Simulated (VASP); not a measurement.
# Al32H (a cell with a defect) in VASP: further runs, part 2 of 3

VASP 6.6.1.

**4. Single point, PBE+D3(BJ)**

File INCAR:

```
SYSTEM = Al32H
PREC     = Accurate       ! precision mode
ENCUT    = 520            ! plane-wave cutoff, eV
EDIFF    = 1E-6           ! SCF threshold, eV
ISMEAR   = 0              ! smearing method
SIGMA    = 0.15           ! smearing width, eV
LREAL    = Auto         
LASPH    = .TRUE.         ! aspherical terms in the spheres
NELM     = 80             ! most SCF steps
ALGO     = Normal         ! electronic algorithm
ISIF     = 2              ! what is computed and relaxed
LWAVE    = .FALSE.        ! write WAVECAR
LCHARG   = .TRUE.         ! write CHGCAR
GGA      = PE             ! functional
IVDW     = 12             ! dispersion correction
LELF     = .TRUE.         ! ELF
LVHAR    = .TRUE.       
NBANDS   = 70             ! bands
```

File KPOINTS:

```
regular mesh
0
G
  1 1 1
  0 0 0
```

File POSCAR:

```
Al32H
1.0
    8.1000000000      0.0000000000      0.0000000000
    0.0000000000      8.1000000000      0.0000000000
    0.0000000000      0.0000000000      8.1000000000
Al H
32 1
Direct
    0.4999945679     -0.0001138272      0.0002882716
    0.7504003704      0.2501474074      0.0002265432
    0.7488096296     -0.0010007407      0.2514261728
   -0.0000093827      0.0005325926      0.0002277778
    0.2495848148      0.2501474074      0.0002266667
    0.4999939506      0.5004219753      0.0002959259
    0.7497246914      0.7500900000      0.0002924691
    0.2511686420     -0.0010016049      0.2514253086
    0.4999938272      0.2501951852      0.2505064198
    0.7488214815      0.5013427160      0.2514308642
    0.4999924691      0.0050398765      0.5001804938
    0.7497265432      0.2501917284      0.5001391358
    0.7488203704     -0.0010074074      0.7490848148
   -0.0000092593      0.4996998765      0.0002259259
    0.2502556790      0.7500893827      0.0002919753
   -0.0000092593      0.2501467901      0.2497522222
    0.2511564198      0.5013433333      0.2514311111
    0.4999927160      0.7501132099      0.2457241975
   -0.0000120988     -0.0001104938      0.5001325926
    0.2502538272      0.2501914815      0.5001383951
    0.4999927160      0.4955618519      0.5001758025
    0.7547248148      0.7501154321      0.5001780247
    0.2511587654     -0.0010070370      0.7490848148
    0.4999946914      0.2501875309      0.7499680247
    0.7488097531      0.5013385185      0.7490909877
   -0.0000124691      0.7500960494      0.2505053086
   -0.0000124691      0.5004188889      0.5001450617
    0.2452362963      0.7501155556      0.5001782716
   -0.0000093827      0.2501487654      0.7506067901
    0.2511687654      0.5013375309      0.7490902469
    0.4999924691      0.7501177778      0.7551875309
   -0.0000119753      0.7500835802      0.7499695062
    0.4999644444      0.7505562963      0.5008528395
```

Potentials or basis: VASP PAW PBE potentials, release 64 (Al, H).

Command:

```
$ cat potpaw_PBE.64/Al/POTCAR potpaw_PBE.64/H/POTCAR > POTCAR
$ mpirun -np 1 vasp_gam > vasp.out
```

OUTCAR:

```text
SYSTEM = Al32H
   PREC = Accurate
   ENCUT = 520
   EDIFF = 1E-6
   ISMEAR = 0
   LREAL = Auto
   LASPH = .TRUE.
   NELM = 80
   ISIF = 2
   GGA = PE
   IVDW = 12
 IVDW          = 12

 ion  position               nearest neighbor table
   1  0.500  1.000  0.000-  31 2.83  18 2.84   7 2.86  15 2.86   3 2.86   8 2.86  13 2.86  23 2.86
                             9 2.87  24 2.87   2 2.87   5 2.87
   2  0.750  0.250  0.000-  16 2.86  14 2.86   4 2.86  29 2.86  24 2.87   1 2.87   6 2.87   9 2.87
                            13 2.88  25 2.88   3 2.88  10 2.88
   3  0.749  0.999  0.251-  11 2.85  22 2.85  18 2.85  19 2.86  12 2.86   1 2.86   9 2.86   7 2.86
                            26 2.86  16 2.88   2 2.88   4 2.88
   4  1.000  0.001  0.000-  16 2.86   2 2.86   5 2.86  29 2.86  32 2.87  15 2.87   7 2.87  26 2.87
                            23 2.88  13 2.88   8 2.88   3 2.88
   5  0.250  0.250  0.000-  16 2.86  14 2.86   4 2.86  29 2.86  24 2.87   1 2.87   6 2.87   9 2.87
                            23 2.88  30 2.88   8 2.88  17 2.88
   6  0.500  0.500  0.000-  31 2.83  18 2.84   7 2.86  15 2.86  10 2.86  17 2.86  25 2.86  30 2.86
                             9 2.87  24 2.87   2 2.87   5 2.87
   7  0.750  0.750  0.000-  31 2.83  18 2.84   6 2.86   1 2.86  10 2.86  25 2.86   3 2.86  13 2.86
                            26 2.87  32 2.87  14 2.87   4 2.87
   8  0.251  0.999  0.251-  11 2.85  28 2.85  18 2.85  19 2.86  20 2.86   1 2.86   9 2.86  15 2.86
                            26 2.86  16 2.88   5 2.88   4 2.88
   9  0.500  0.250  0.251-  11 2.83  21 2.84  12 2.86  20 2.86  10 2.86  17 2.86   3 2.86   8 2.86
[... 32 lines left out ...]
                            27 2.86  14 2.88   2 2.88  29 2.88
  26  1.000  0.750  0.251-  28 2.83  22 2.83  27 2.86  19 2.86  10 2.86  17 2.86   3 2.86   8 2.86
                             7 2.87  15 2.87  14 2.87   4 2.87
  27  1.000  0.500  0.500-  28 2.83  22 2.84  26 2.86  32 2.86  10 2.86  17 2.86  25 2.86  30 2.86
                            12 2.87  20 2.87  16 2.87  29 2.87
  28  0.245  0.750  0.500-  33 2.06  26 2.83  27 2.83  19 2.84  32 2.84  17 2.85   8 2.85  30 2.85
                            23 2.85  18 2.92  21 2.92  11 2.92  31 2.92
  29  1.000  0.250  0.751-  14 2.86   2 2.86   5 2.86   4 2.86  20 2.87  12 2.87  27 2.87  19 2.87
                            23 2.88  13 2.88  30 2.88  25 2.88
  30  0.251  0.501  0.749-  31 2.85  28 2.85  21 2.85  32 2.86  15 2.86  24 2.86   6 2.86  20 2.86
                            27 2.86  14 2.88   5 2.88  29 2.88
  31  0.500  0.750  0.755-  33 2.06   6 2.83   7 2.83  15 2.83   1 2.83  25 2.85  30 2.85  13 2.85
                            23 2.85  21 2.92  22 2.92  28 2.92  11 2.92
  32  1.000  0.750  0.750-  28 2.84  22 2.84  27 2.86  19 2.86  25 2.86  30 2.86  13 2.86  23 2.86
                             7 2.87  15 2.87  14 2.87   4 2.87
  33  0.500  0.751  0.501-  31 2.06  11 2.06  28 2.06  22 2.06  21 2.07  18 2.07

  LATTYP: Found a simple cubic cell.
 ALAT       =     8.1000000000

  Lattice vectors:

 A1 = (   8.1000000000,   0.0000000000,   0.0000000000)
 A2 = (   0.0000000000,   8.1000000000,   0.0000000000)
 A3 = (   0.0000000000,   0.0000000000,   8.1000000000)

Analysis of symmetry for initial positions (statically):
=====================================================================
 Subroutine PRICEL returns:
 Original cell was already a primitive cell.

 Routine SETGRP: Setting up the symmetry group for a
 simple cubic supercell.

 Subroutine GETGRP returns: Found  1 space group operations
 (whereof  1 operations were pure point group operations)
 out of a pool of 48 trial point group operations.

The static configuration has the point symmetry C_1 .

Analysis of symmetry for dynamics (positions and initial velocities):
=====================================================================
 Subroutine PRICEL returns:
 Original cell was already a primitive cell.

 Routine SETGRP: Setting up the symmetry group for a
 simple cubic supercell.
[... 133 lines left out ...]
 SYSTEM =  Al32H
   PREC   = accura    normal or accurate (medium, high low for compatibility)
   ISTART =      0    job   : 0-new  1-cont  2-samecut
   ICHARG =      2    charge: 1-file 2-atom 10-const
   ISPIN  =      1    spin polarized calculation?
   LNONCOLLINEAR =      F non collinear calculations
   LSORBIT =      F    spin-orbit coupling
   LASPH  =      T    aspherical Exc in radial PAW
   ENCUT  =  520.0 eV  38.22 Ry    6.18 a.u.  15.06 15.06 15.06*2*pi/ulx,y,z
   NELM   =     80;   NELMIN=  2; NELMDL= -5     # of ELM steps
   EDIFF  = 0.1E-05   stopping-criterion for ELM
   LREAL  =      T    real-space projection
   EDIFFG = 0.1E-04   stopping-criterion for IOM
   NSW    =      0    number of steps for IOM
   IBRION =     -1    ionic relax: 0-MD 1-quasi-New 2-CG
   NFREE  =      0    steps in history (QN), initial steepest desc. (CG)
   ISIF   =      2    stress and relaxation
   ISYM   =      2    0-nonsym 1-usesym 2-fastsym
   POTIM  = 0.5000    time-step for ionic-motion
   TEBEG  =    0.0;   TEEND  =   0.0 temperature during run
   PSTRESS=    0.0 pullay stress
   NELECT =      97.0000    total number of electrons
   NUPDOWN=      -1.0000    fix difference up-down
   EMIN   =  10.00;   EMAX   =-10.00  energy-range for DOS
   EFERMI =   0.00;   METHOD = LEGACY
   ISMEAR =     0;   SIGMA  =   0.15  broadening in eV -4-tet -1-fermi 0-gaus
   EFERMI_NEDOS =   21; number of points for ismear=-14 and -15
   IALGO  =     38    algorithm
   IMIX   =      4    mixing-type and parameters
     AMIX     =   0.40;   BMIX     =  1.00
     AMIX_MAG =   1.60;   BMIX_MAG =  1.00
  volume/ion in A,a.u.               =      16.10       108.68
  Fermi-wavevector in a.u.,A,eV,Ry     =   0.928639  1.754874 11.733269  0.862371
  Thomas-Fermi vector in A             =   2.054837
   LORBIT       =      0    0 simple, 1 ext, 2 COOP (PROOUT), +10 PAW based schemes
   GGA     = PE    functional components
   LHFCALC =     F    Hartree Fock is set to
   AEXX    =    0.0000 exact exchange contribution
   IVDW    =    12    specifies the selected vdW correction
   LEPSILON=     F    determine dielectric tensor
   LRPA    =     F    only Hartree local field effects (RPA)
 non-spin polarized calculation
 Gauss-broadening in eV      SIGMA  =   0.15
  energy-cutoff  :      520.00
  volume of cell :      531.44
 maximum number of plane-waves:      7122
   NGX = 31   NGY = 31   NGZ = 31

 number of electron      96.9999998 magnetization

 Free energy of the ion-electron system (eV)
  ---------------------------------------------------
  ext. energy  EPLUGINS =         0.00000000
  ---------------------------------------------------
  free energy    TOTEN  =      -106.20844508 eV

  energy without entropy =     -105.78825189  energy(sigma->0) =     -105.99834849

 E-fermi :   8.1267     XC(G=0): -10.2032

 val. band max:        8.1113313948   @ k =   0.0000   0.0000   0.0000
 cond. band min:       8.1368991213   @ k =   0.0000   0.0000   0.0000
 fundamental gap:      0.0255677265
 Fermi energy:         8.1266706872

 k-point     1 :       0.0000    0.0000    0.0000
  band No.  band energies     occupation
      1      -3.2771      2.00000
      2      -1.5768      2.00000
      3      -0.9251      2.00000
      4      -0.9251      2.00000
      5      -0.9094      2.00000
      6      -0.9094      2.00000
[... 52 lines left out ...]
     59       9.1166      0.00000
     60       9.1166      0.00000
 [bands above 60 left out]

------------------------ aborting loop because EDIFF is reached ----------------------------------------

 Edisp (eV)  -10.83384

 E8    (eV) :    -4.8239

  FORCE on cell =-STRESS in cart. coord.  units (eV):
  Direction    XX          YY          ZZ          XY          YZ          ZX
  --------------------------------------------------------------------------------------
  -------------------------------------------------------------------------------------
  Total     -23.47929   -23.47470   -23.46610    -0.00075     0.00844    -0.00065
  in kB     -70.78488   -70.77103   -70.74512    -0.00228     0.02545    -0.00196
  external pressure =      -70.77 kB  Pullay stress =        0.00 kB

 VOLUME and BASIS-vectors are now :
 -----------------------------------------------------------------------------
  energy-cutoff  :      520.00
  volume of cell :      531.44
      direct lattice vectors                 reciprocal lattice vectors
     8.100000000  0.000000000  0.000000000     0.123456790  0.000000000  0.000000000
     0.000000000  8.100000000  0.000000000     0.000000000  0.123456790  0.000000000
     0.000000000  0.000000000  8.100000000     0.000000000  0.000000000  0.123456790

 POSITION                                       TOTAL-FORCE (eV/Angst)
 -----------------------------------------------------------------------------------
      4.04996      8.09908      0.00233        -0.000121      0.032974      0.000573
      6.07824      2.02619      0.00183        -0.063880      0.001461      0.002689
      6.06536      8.09189      2.03655        -0.030178     -0.033137      0.026632
      8.09992      0.00431      0.00185        -0.000296     -0.062557      0.001907
      2.02164      2.02619      0.00184         0.063463      0.001685      0.002689
      4.04995      4.05342      0.00240        -0.000098     -0.032663      0.004017
[... 25 lines left out ...]
      8.09990      6.07568      6.07475        -0.000004      0.001732      0.031472
      4.04971      6.07951      4.05691         0.000340     -0.005492     -0.008712
 -----------------------------------------------------------------------------------
    total drift:                               -0.000320      0.005222      0.017129

  FREE ENERGIE OF THE ION-ELECTRON SYSTEM (eV)
  ---------------------------------------------------
  free  energy   TOTEN  =      -117.0422836106 eV

  energy  without entropy=     -116.6220904179  energy(sigma->0) =     -116.83218701
```

Wall time 1.8 min (1 thread of Intel Xeon Platinum 8488C (Sapphire Rapids), shared host); peak memory 0.42 GiB.

What came out:

```
Free energy                : -117.0423 eV
Pressure                   : -7.1 GPa
Largest force              : 0.234 eV/Å
Band gap on the k mesh     : none (metal or under the smearing width)
Dispersion energy per atom : -0.328 eV
```

Forces on the atoms (eV/Å):
```
Al   0.000  0.033  0.001
Al  -0.064  0.001  0.003
Al  -0.030 -0.033  0.027
Al   0.000 -0.063  0.002
Al   0.063  0.002  0.003
Al   0.000 -0.033  0.004
Al   0.032  0.003  0.003
Al   0.031 -0.033  0.027
Al   0.000  0.003 -0.032
Al  -0.030  0.028  0.027
Al   0.000 -0.230  0.002
Al   0.033  0.002  0.003
Al  -0.031 -0.032 -0.033
Al   0.000  0.066  0.002
Al  -0.032  0.002  0.003
Al   0.000 -0.001  0.069
Al   0.030  0.028  0.027
Al   0.000  0.002  0.219
Al   0.000  0.033  0.002
Al  -0.033  0.001  0.003
Al   0.000  0.221  0.004
Al  -0.225  0.003  0.004
Al   0.031 -0.032 -0.033
Al   0.000  0.000  0.032
Al  -0.031  0.029 -0.034
Al   0.000  0.002 -0.033
Al   0.000 -0.032  0.004
Al   0.225  0.003  0.003
Al   0.000  0.002 -0.063
Al   0.031  0.028 -0.034
Al   0.000  0.002 -0.234
Al   0.000  0.002  0.031
H    0.000 -0.005 -0.009
```

(Continued in part 3 of 3.)
